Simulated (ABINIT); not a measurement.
# FeGe (P6/mmm) in ABINIT: reference runs

Reference runs on FeGe: the cell as given.

Everything below comes from runs of ABINIT 10.8.3 (patched build). Logs are shortened: lines on timing, memory, paths and dates and some standing lists are left out, and cuts for length are marked. The log counts tension as positive stress, the text compression.

## Step 1: The structure

Symmetry: P6/mmm, No. 191, hexagonal system. Conventional cell: a = 4.998 Å, b = 4.998 Å, c = 4.116 Å, α = 90.00°, β = 90.00°, γ = 120.00°. Ge (site symmetry -6m2) has 6 Fe at 2.51 Å and 3 Ge at 2.89 Å as nearest neighbours. Ge (site symmetry 6/mmm) is surrounded by 6 Fe at 2.50 Å. Around Fe (site symmetry mmm) lie 6 Ge at 2.50 to 2.51 Å and 4 Fe at 2.50 Å.

The cell is a database's computed one.

## Step 2: Single point, PBEsol, collinear spin, ferromagnetic start

Contents of run.abi:

```
# Pseudopotentials
pp_dirpath "./"
pseudos "Ge.GGA_PBE-JTH.xml, Fe.GGA_PBE-JTH.xml"

# Structure
acell 3*1.0
rprim
     9.4440996945     0.0000000000     0.0000000000
    -4.7220498472     8.1788302512     0.0000000000
     0.0000000000     0.0000000000     7.7776617458
ntypat 2
znucl 32 26
natom 6
typat 1 1 1 2 2 2
xred
     0.6666666667     0.3333333333     0.5000000000
     0.3333333333     0.6666666667     0.5000000000
     0.0000000000     0.0000000000     0.0000000000
     0.0000000000     0.5000000000     0.0000000000
     0.5000000000     0.5000000000     0.0000000000
     0.5000000000     0.0000000000     0.0000000000

# Plane-wave basis
ecut 26.0
pawecutdg 48.0
pawxcdev 0

# k points
kptopt 1
ngkpt 6 6 7
nshiftk 1
shiftk 0.0 0.0 0.0

# Exchange and correlation
ixc -116133

# Bands and occupations
nband 57
occopt 3
tsmear 0.05 eV

# Spin
nsppol 2
spinat
     0.0000000000     0.0000000000     0.0000000000
     0.0000000000     0.0000000000     0.0000000000
     0.0000000000     0.0000000000     0.0000000000
     0.0000000000     0.0000000000     3.0000000000
     0.0000000000     0.0000000000     3.0000000000
     0.0000000000     0.0000000000     3.0000000000

# SCF cycle
nstep 100
tolvrs 1.0e-9

# Output
iomode 3
prtwf 0
prteig 0
prtebands 0
enunit 1
prtden 1
prtvha 1
prtvclmb 1
prtpot 1
```

Potentials or basis: JTH PAW PBE v2.0.

Run with:

```
$ abinit run.abi > log 2>&1
```

run.abo:

```text
.Version 10.8.3 of ABINIT
 Symmetries : space group P6/m m m (#191); Bravais hP (primitive hexag.)
================================================================================
 Values of the parameters that define the memory need of the present run
     intxc =       0    ionmov =       0      iscf =      17    lmnmax =      18
     lnmax =       6     mgfft =      45  mpssoang =       3    mqgrid =    3001
     natom =       6  nloc_mem =       2    nspden =       2   nspinor =       1
    nsppol =       2      nsym =      24    n1xccc =       1    ntypat =       2
    occopt =       3   xclevel =       2
       mpw =        3840          nfft =       72900          nkpt =          28
 PAW method is used; the additional fine FFT grid is defined by:
   mgfftf=        60    nfftf =    180000
================================================================================
================================================================================

--------------------------------------------------------------------------------
------------- Echo of variables that govern the present computation ------------
--------------------------------------------------------------------------------
 -outvars: echo values of preprocessed input variables --------
            acell      1.0000000000E+00  1.0000000000E+00  1.0000000000E+00 Bohr
              amu      7.26100000E+01  5.58470000E+01
             ecut      2.60000000E+01 Hartree
           enunit           1
              ixc     -116133
         kptrlatt        6    0    0      0    6    0      0    0    7
          kptrlen      5.44436322E+01
            natom           6
            nband          57
            ngfft          45      45      36
          ngfftdg          60      60      50
             nkpt          28
           nspden           2
           nsppol           2
            nstep         100
             nsym          24
           ntypat           2
           occopt           3
        pawecutdg      4.80000000E+01 Hartree
         pawxcdev           0
        prtebands           0
           prteig           0
           prtpot           1
         prtvclmb           1
           prtvha           1
            prtwf           0
            rprim      9.4440996945E+00  0.0000000000E+00  0.0000000000E+00
                      -4.7220498472E+00  8.1788302512E+00  0.0000000000E+00
                       0.0000000000E+00  0.0000000000E+00  7.7776617458E+00
          spgroup         191
           spinat      0.0000000000E+00  0.0000000000E+00  0.0000000000E+00
                       0.0000000000E+00  0.0000000000E+00  0.0000000000E+00
                       0.0000000000E+00  0.0000000000E+00  0.0000000000E+00
                       0.0000000000E+00  0.0000000000E+00  3.0000000000E+00
                       0.0000000000E+00  0.0000000000E+00  3.0000000000E+00
                       0.0000000000E+00  0.0000000000E+00  3.0000000000E+00
           tolvrs      1.00000000E-09
           tsmear      1.83746611E-03 Hartree
            typat      1  1  1  2  2  2
           useylm           1
           xangst      2.4988011662E+00  1.4426835259E+00  2.0578806736E+00
                       1.7639420252E-11  2.8853670519E+00  2.0578806736E+00
                       2.2099278973E-16 -1.6017004678E-16  0.0000000000E+00
                      -1.2494005831E+00  2.1640252889E+00  0.0000000000E+00
                       1.2494005831E+00  2.1640252889E+00  0.0000000000E+00
                       2.4988011662E+00 -1.6017004678E-16  0.0000000000E+00
            xcart      4.7220498473E+00  2.7262767504E+00  3.8888308729E+00
                       3.3333673296E-11  5.4525535008E+00  3.8888308729E+00
                       4.1761584840E-16 -3.0267752198E-16  0.0000000000E+00
                      -2.3610249236E+00  4.0894151256E+00  0.0000000000E+00
                       2.3610249237E+00  4.0894151256E+00  0.0000000000E+00
                       4.7220498473E+00 -3.0267752198E-16  0.0000000000E+00
             xred      6.6666666667E-01  3.3333333333E-01  5.0000000000E-01
                       3.3333333333E-01  6.6666666667E-01  5.0000000000E-01
                       2.5716045728E-17 -3.7007434154E-17  0.0000000000E+00
                       2.5716045728E-17  5.0000000000E-01  0.0000000000E+00
                       5.0000000000E-01  5.0000000000E-01  0.0000000000E+00
                       5.0000000000E-01 -3.7007434154E-17  0.0000000000E+00
            znucl       32.00000   26.00000

================================================================================

 chkinp: Checking input parameters for consistency.

================================================================================
[... 159 lines left out ...]
    2      0.00000000001764     2.88536705189527     2.05788067359861
    3      0.00000000000000    -0.00000000000000     0.00000000000000
    4     -1.24940058309551     2.16402528892145     0.00000000000000
    5      1.24940058312197     2.16402528892145     0.00000000000000
    6      2.49880116621748    -0.00000000000000     0.00000000000000

 cartesian forces (hartree/bohr) at end:
    1      0.00000000000000     0.00000000000000    -0.00000000000000
    2      0.00000000000000    -0.00000000000000    -0.00000000000000
    3     -0.00000000000000    -0.00000000000000    -0.00000000000000
    4     -0.00000000000000    -0.00000000000000    -0.00000000000000
    5     -0.00000000000000    -0.00000000000000    -0.00000000000000
    6     -0.00000000000000    -0.00000000000000    -0.00000000000000
 frms,max,avg= 1.1954490E-28 3.4019536E-28   0.000E+00  0.000E+00  0.000E+00 h/b

 cartesian forces (eV/Angstrom) at end:
    1      0.00000000000000     0.00000000000000    -0.00000000000000
    2      0.00000000000000    -0.00000000000000    -0.00000000000000
    3     -0.00000000000000    -0.00000000000000    -0.00000000000000
    4     -0.00000000000000    -0.00000000000000    -0.00000000000000
    5     -0.00000000000000    -0.00000000000000    -0.00000000000000
    6     -0.00000000000000    -0.00000000000000    -0.00000000000000
 frms,max,avg= 6.1472460E-27 1.7493549E-26   0.000E+00  0.000E+00  0.000E+00 e/A
 length scales=  1.000000000000  1.000000000000  1.000000000000 bohr
              =  0.529177210544  0.529177210544  0.529177210544 angstroms
 Fermi (or HOMO) energy (eV) =   9.35375   Average Vxc (eV)= -11.39921
 Eigenvalues (   eV  ) for nkpt=  28  k points, SPIN UP:
 kpt#   1, nband= 57, wtk=  0.00397, kpt=  0.0000  0.0000  0.0000 (reduced coord)
 -78.31701  -78.27376  -78.27376  -44.74241  -44.59059  -44.59059  -44.45275  -44.41847
 -44.41306  -44.41306  -44.40364  -44.40364  -15.53703  -15.46292  -15.46292  -15.37105
 -15.37105  -15.33857  -15.33857  -15.32872  -15.32872  -15.29276  -15.29276  -15.27979
 -15.26522  -15.26522  -15.22485   -3.03023    0.84982    2.79440    4.48928    4.68073
   4.68073    4.90083    6.10800    6.23723    6.23723    6.36580    6.36580    6.59116
   6.59116    7.87385    7.87385    8.08948    8.13183    8.13183    9.09579    9.53838
  10.55527   10.55527   12.05628   12.38281   13.53822   13.53822   14.43686   15.33423
  16.17570
 prteigrs : prtvol=0 or 1, do not print more k-points.

 Eigenvalues (   eV  ) for nkpt=  28  k points, SPIN DOWN:
 kpt#   1, nband= 57, wtk=  0.00397, kpt=  0.0000  0.0000  0.0000 (reduced coord)
 -76.60070  -76.55502  -76.55502  -43.06353  -42.93982  -42.93982  -42.77020  -42.76648
 -42.72737  -42.72737  -42.71180  -42.71180  -15.54654  -15.47816  -15.47816  -15.37941
 -15.37941  -15.35725  -15.35725  -15.33720  -15.33720  -15.30421  -15.30421  -15.29443
 -15.27670  -15.27670  -15.23943   -3.03153    0.96397    2.75907    4.98290    4.98290
   5.44509    5.82795    6.13017    6.35370    6.35370    7.11804    7.11804    7.95314
   7.95314    9.61466    9.61466    9.75777    9.89045    9.89045   10.33893   10.70962
  11.58871   11.58871   11.96771   12.92052   13.45944   13.45944   14.57288   16.13511
  16.35509
 prteigrs : prtvol=0 or 1, do not print more k-points.

--- !EnergyTerms
iteration_state     : {dtset: 1, }
comment             : Components of total free energy in Hartree
kinetic             :  5.66437667021622E+01
hartree             :  1.52522129432973E+02
xc                  : -1.71542942800579E+01
Ewald energy        : -3.95636042206676E+02
psp_core            :  2.30751923125637E+01
local_psp           : -4.38121407396256E+02
PAW spherical_terms : -4.11147326576774E+01
internal            : -6.59785388092969E+02
'-kT*entropy'       : -1.41907057508822E-03
total_energy        : -6.59786807163544E+02
total_energy_eV     : -1.79537136497298E+04
...

--- !EnergyTermsDC
iteration_state     : {dtset: 1, }
comment             : '"Double-counting" decomposition of free energy'
band_energy         : -5.54608990749131E+01
Ewald energy        : -3.95636042206676E+02
psp_core            :  2.30751923125637E+01
xc_dc               : -1.47534681510242E+02
PAW spherical_terms : -8.42289658993906E+01
internal            : -6.59785396378658E+02
'-kT*entropy'       : -1.41907057508822E-03
total_energy_dc     : -6.59786815449233E+02
total_energy_dc_eV  : -1.79537138751949E+04
...

--- !EnergyTermsWithPAWCore
iteration_state     : {dtset: 1, }
comment             : 'Components of total free energy, including PAW core contributions'
Total energy        : -1.01073311901236E+04
Total energy DC     : -1.01073311984093E+04
Total energy (eV)   : -2.75034492930505E+05
Total energy DC (eV): -2.75034493155970E+05
...

 Cartesian components of stress tensor (hartree/bohr^3)
  sigma(1 1)=  3.34666799E-04  sigma(3 2)=  0.00000000E+00
  sigma(2 2)=  3.34666800E-04  sigma(3 1)=  0.00000000E+00
  sigma(3 3)=  3.54200426E-04  sigma(2 1)= -2.36866673E-13

-Cartesian components of stress tensor (GPa)         [Pressure= -1.0038E+01 GPa]
- sigma(1 1)=  9.84623718E+00  sigma(3 2)=  0.00000000E+00
- sigma(2 2)=  9.84623721E+00  sigma(3 1)=  0.00000000E+00
- sigma(3 3)=  1.04209363E+01  sigma(2 1)= -6.96885812E-09

== END DATASET(S) ==============================================================
================================================================================

 -outvars: echo values of variables after computation  --------
            acell      1.0000000000E+00  1.0000000000E+00  1.0000000000E+00 Bohr
           etotal     -6.5978681545E+02
            fcart      1.3305320904E-28  3.4019535538E-28 -0.0000000000E+00
                       2.4709881678E-28 -1.2071448094E-28 -0.0000000000E+00
                      -9.5038006454E-29 -5.4870218610E-29 -0.0000000000E+00
                      -9.5038006454E-29 -5.4870218610E-29 -0.0000000000E+00
                      -9.5038006454E-29 -5.4870218610E-29 -0.0000000000E+00
                      -9.5038006454E-29 -5.4870218610E-29 -0.0000000000E+00
            rprim      9.4440996945E+00  0.0000000000E+00  0.0000000000E+00
                      -4.7220498472E+00  8.1788302512E+00  0.0000000000E+00
                       0.0000000000E+00  0.0000000000E+00  7.7776617458E+00
           strten      3.3466679940E-04  3.3466680044E-04  3.5420042643E-04
                       0.0000000000E+00  0.0000000000E+00 -2.3686667298E-13
           xangst      2.4988011662E+00  1.4426835259E+00  2.0578806736E+00
                       1.7639420252E-11  2.8853670519E+00  2.0578806736E+00
                       2.2099278973E-16 -1.6017004678E-16  0.0000000000E+00
                      -1.2494005831E+00  2.1640252889E+00  0.0000000000E+00
                       1.2494005831E+00  2.1640252889E+00  0.0000000000E+00
                       2.4988011662E+00 -1.6017004678E-16  0.0000000000E+00
             xred      6.6666666667E-01  3.3333333333E-01  5.0000000000E-01
                       3.3333333333E-01  6.6666666667E-01  5.0000000000E-01
                       2.5716045728E-17 -3.7007434154E-17  0.0000000000E+00
                       2.5716045728E-17  5.0000000000E-01  0.0000000000E+00
                       5.0000000000E-01  5.0000000000E-01  0.0000000000E+00
                       5.0000000000E-01 -3.7007434154E-17  0.0000000000E+00
 Calculation completed.
```

Wall time 21 min (1 thread of Arm Neoverse V1, shared host); peak memory 0.47 GiB.

Results:

```yaml
Free_energy: -17953.7139 eV
Pressure: -10.0 GPa
Band_gap_on_the_k_mesh: none (metal or under the smearing width)
Net_moment: 4.28 μB per cell
Site_moments: Ge -0.05, -0.08; Fe +1.51 μB
Valence_electrons_inside_the_program's_atomic_spheres: Ge 12.34, 12.30; Fe 14.49
```

Caveat: the PAW data sets were made with another functional, which shifts forces and pressure a little.
